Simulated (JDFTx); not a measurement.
Runs of JDFTx 1.7.0 (patched build) on ZrB2. It takes space group P6/mmm (No. 191, hexagonal). The conventional cell has a = 3.170 Å, b = 3.170 Å, c = 3.533 Å, α = 90.00°, β = 90.00°, γ = 120.00°. Zr (site symmetry 6/mmm) has 12 B at 2.54 Å as nearest neighbours. Around B (site symmetry -6m2) lie 3 B at 1.83 Å. 

| task | level | potentials or basis | cell | local potential set to -Z/r beyond | density cutoff over wavefunction cutoff | pseudo rcut | further solve for the empty bands | gap on the mesh (eV) | pressure (GPa) | relaxed volume (Å³/atom) |
| --- | --- | --- | --- | --- | --- | --- | --- | --- | --- | --- |
| relaxation of cell and atoms | RPBE | PseudoDojo-SR-PBE-0.5-standard | relaxed | - | 8 | - | no | none | 0.0 | 10.37 |
| relaxation of cell and atoms | PBE+D3 | PseudoDojo-SR-PBE-0.5-standard | relaxed | - | 8 | - | no | none | 0.0 | 10.07 |
| single point | PBE | PseudoDojo-SR-PBE-0.5-standard | as given | - | 4 | - | yes | none | 0.8 | - |
| single point | PBEsol | PseudoDojo-SR-PBEsol-0.4.1-standard with smoothed tails | as given | 6 bohr | 8 | 6 | yes | none | (a) | - |

Alike in all rows: no spin polarisation; k mesh 10 × 10 × 8; cutoff (eV) 1034; smearing fermi-dirac 0.05 eV.

Q: Fill in the values left out.

A: (a) -3.7.

Caveats: the empty levels aren't tightly converged (some runs); the potentials were made for another functional, which shifts forces and pressure (some runs); pairwise dispersion overbinds metals, which lowers pressure and volume (some runs).

A k mesh can miss the band edges, and the runs leave out spin-orbit coupling on Zr.

A gap of «none» marks a metal or a gap under the smearing width.

Not every run made on this cell is shown here.
